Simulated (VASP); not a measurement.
Runs of VASP 6.6.1 on LiCl. The structure is cubic, space group Fm-3m (No. 225). The conventional cell has a = 5.062 Å, b = 5.062 Å, c = 5.062 Å, α = 90.00°, β = 90.00°, γ = 90.00°. Li (site symmetry m-3m) has 6 Cl at 2.53 Å as nearest neighbours. Cl (site symmetry m-3m) is surrounded by 6 Li at 2.53 Å. The cell is a database's computed one.

| level | potentials or basis | k mesh | cutoff (eV) | smearing | gap on the mesh (eV) | pressure (GPa) |
| --- | --- | --- | --- | --- | --- | --- |
| PBEsol | VASP PAW PBE potentials, release 64 (Li_sv, Cl) | 8 × 8 × 8 | 520 | gaussian 0.5 eV | (a) | - |
| PBEsol | VASP PAW PBE potentials, release 64 (Li_sv, Cl) | 12 × 12 × 12 | 520 | gaussian 0.02 eV | 6.36 | - |
| PBEsol | VASP PAW PBE potentials, release 64 (Li_sv, Cl_h) | 8 × 8 × 8 | 900 | gaussian 0.02 eV | 6.36 | 0.0 |
| r2SCAN | VASP PAW PBE potentials, release 64 (Li_sv, Cl) | 8 × 8 × 8 | 520 | gaussian 0.02 eV | 7.56 | - |
| PBEsol | VASP PAW PBE potentials, release 64 (Li_sv, Cl) | 8 × 8 × 8 | 700 | gaussian 0.02 eV | 6.36 | 0.0 |

Alike in all rows: task single point; no spin polarisation; cell as given.

Problem. Fill in the values left out.

Solution. (a) 6.37.

Caveats: the PAW data sets were made with another functional, which shifts forces and pressure a little; the cutoff is under 1.25 times the usual one of these potentials, so pressure, stress and relaxed cells hold a basis-set (Pulay) error (some runs).

A k mesh can miss the band edges.
